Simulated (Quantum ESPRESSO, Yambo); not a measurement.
An input for Yambo 5.3.0 (CdS (Hawleyite)):

```
optics
bss
bse
em1s
dipoles
rim_cut
RandQpts= 1000000
RandGvec= 1 RL
Chimod= "HARTREE"
BSKmod= "SEX"
BSEmod= "coupling"
BSSmod= "d"
BSENGexx= 30 Ry
BSENGBlk= 6 Ry
% BSEQptR
 1 | 1 |
%
% BSEBands
 11 | 18 |
%
% BEnRange
 0 | 6 | eV
%
% BDmRange
 0.1 | 0.1 | eV
%
BEnSteps= 121
% BLongDir
 1 | 0 | 0 |
%
% BndsRnXs
 1 | 113 |
%
NGsBlkXs= 6 Ry
% LongDrXs
 1 | 1 | 1 |
%
% KfnQP_E
 1.016 | 1.0 | 1.0 |
%
WRbsWF
```

```sh
OMP_NUM_THREADS=1 mpirun -n 4 yambo -F bse5.in -J bse5,bse3_W -C bse5 > bse5.log
```

The stored states that it reads are on a 4×4×4 mesh. The structure is cubic, space group F-43m (No. 216). The conventional cell has a = 5.916 Å, b = 5.916 Å, c = 5.916 Å, α = 90.00°, β = 90.00°, γ = 90.00°. Nearest to Cd lie 4 S at 2.56 Å. S has 4 Cd at 2.56 Å nearest. Farther neighbours and most contacts between anions are not listed.

Question: Estimate wall time and host memory on 4 MPI ranks of AMD EPYC 7571, shared host.

It took 98 s; on shared hardware allow 49 s to 3.3 min. Peak host memory was 2.1 GiB.

The kernel grows as the square of the matrix size, and full diagonalisation as its cube.

[Paths, hosts, dates, memory and timing lines, banners, echoed tables and standing remarks are left out of the program output.]

[Logs are printed without paths, hosts, clocks, repeated set-up lines and the standing remarks that a program may print on its own settings, such as how far it seeks lower states.]

[Runs of the session that timed out or met a known fault of the program may be left out.]

[Hosts, paths, dates, database ids (printed as entryN), source tags and the programs' standing remarks are cut or masked in the printed files.]
